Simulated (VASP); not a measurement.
## BaZrO3: relaxation of cell and atoms with RPBE

BaZrO3:

```
Ba Zr O
1.0
     4.26894    0.00000    0.00000
     0.00000    4.26894    0.00000
     0.00000    0.00000    4.26894
Ba Zr O
1 1 3
Direct
  0.00000 0.00000 0.00000
  0.50000 0.50000 0.50000
  0.00000 0.50000 0.50000
  0.50000 0.00000 0.50000
  0.50000 0.50000 0.00000
```

| Property | Result |
| --- | --- |
| Program | VASP 6.6.1 |
| Task | relaxation of cell and atoms |
| Functional | RPBE |
| Potentials or basis | VASP PAW PBE potentials, release 64 (Ba_sv, Zr_sv, O) |
| Cutoff | 600 eV |
| k mesh | 6 × 6 × 6 |
| Occupations | gaussian, width 0.03 eV |
| Spin | no spin polarisation |
| Further INCAR settings | ALGO = Normal; EDIFF = 1e-07; IBRION = 2; EDIFFG = -0.005; NSW = 90; ISIF = 3 |

```json
{"Relaxed volume": "15.55 Å³/atom", "Relaxed cell": "a = 4.268 Å, b = 4.268 Å, c = 4.268 Å, α = 90.00°, β = 90.00°, γ = 90.00°", "Space group after relaxing (to 0.05 Å)": "Pm-3m (No. 221)", "Energy gained by relaxing": "0.0 meV/atom", "Ionic steps": "3", "Pressure after relaxing": "0.0 GPa", "Band gap on the k mesh": "3.11 eV, indirect (least direct gap 3.39 eV)"}
```

Final structure:
```
Ba Zr O
1.0
     4.26772    0.00000    0.00000
     0.00000    4.26772    0.00000
     0.00000    0.00000    4.26772
Ba Zr O
1 1 3
Direct
  0.00000 0.00000 0.00000
  0.50000 0.50000 0.50000
  0.00000 0.50000 0.50000
  0.50000 0.00000 0.50000
  0.50000 0.50000 0.00000
```

Levels at points of the mesh, in eV from the valence-band top:
```tsv
k point	band 17	band 18	band 19	band 20	band 21	band 22	band 23	band 24
(0.00, 0.00, 0.00)	-0.90	-0.28	-0.28	-0.28	3.11	3.11	3.11	4.69
(0.50, 0.00, 0.00)	-1.64	-1.52	-0.52	-0.52	3.50	5.37	5.37	6.31
(0.50, 0.50, 0.00)	-0.92	-0.92	-0.90	-0.07	5.35	5.35	6.16	6.20
(0.50, 0.50, 0.50)	-2.49	0.00	0.00	0.00	5.82	5.82	5.82	6.54
```

Wall time 50 s on 1 thread of Intel(R) Xeon(R) 6975P-C (Granite Rapids) (shared host), peak memory 0.24 GiB.

Caveat: the PAW data sets were made with another functional, which shifts forces and pressure a little; spin-orbit coupling is left out, which moves the levels of the heavy elements. Expect the measured gap to be larger: semilocal functionals such as RPBE lack the derivative discontinuity.
